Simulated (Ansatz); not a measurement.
The parent structure is a 20-atom supercell of CsPbI₃ in the cubic perovskite structure (space group Pm-3m, No. 221) at its relaxed geometry.

```xyz
20
Lattice="6.3905 -6.3905 -6.3905 -6.3905 6.3905 -6.3905 6.3905 6.3905 6.3905" Properties=species:S:1:pos:R:3 pbc="T T T"
Cs     0.0000     0.0000    -6.3905
Cs     0.0000     0.0000     0.0000
Cs     0.0000     6.3905     0.0000
Cs     6.3905     0.0000     0.0000
Pb     3.1952     3.1952    -3.1952
Pb     3.1952     3.1952     3.1952
Pb     3.1952     9.5857     3.1952
Pb     9.5857     3.1952     3.1952
I      0.0000     3.1952    -3.1952
I      6.3905    -3.1952    -3.1952
I      6.3905     3.1952    -3.1952
I      6.3905     3.1952     3.1952
I      3.1952     3.1952    -6.3905
I      3.1952     3.1952     0.0000
I      3.1952     9.5857     0.0000
I      9.5857     3.1952     0.0000
I      3.1952     0.0000    -3.1952
I     -3.1952     6.3905    -3.1952
I      3.1952     6.3905     3.1952
I      3.1952     6.3905    -3.1952
```

Level of theory: Ansatz (an electronic-structure program), PBE, PAW, cutoff 420 eV, without spin-orbit coupling.

Before the change:

| Quantity | Result |
|---|---|
| Gap of the supercell | 1.48 eV |

One thing is altered: a neutral Pb on a Cs site (antisite), atoms relaxed at fixed cell, starting from a slightly rattled geometry.

### Question
Estimate the effect on the gap of the supercell and total moment of the cell.

### Answer
The gap of the supercell becomes zero (base: 1.48 eV); the total moment of the cell comes out as 1.0 μB.

Other magnetic orders, which the real material may have, were not ruled out. In so small a cell the defect repeats every few ångströms: this is an ordered compound, not a dilute defect. Spin-orbit coupling, missing from the scalar runs, can matter with I and Pb. Many cubic perovskites are stable only at high temperature; tilts and polar distortions were not tested. Gaps under 0.05 eV, about the width of the smearing, are given as zero. The defect cell is spin-polarised and ends with 1.0 μB. This is not the structure that CsPbI3 has at room temperature and ambient pressure.
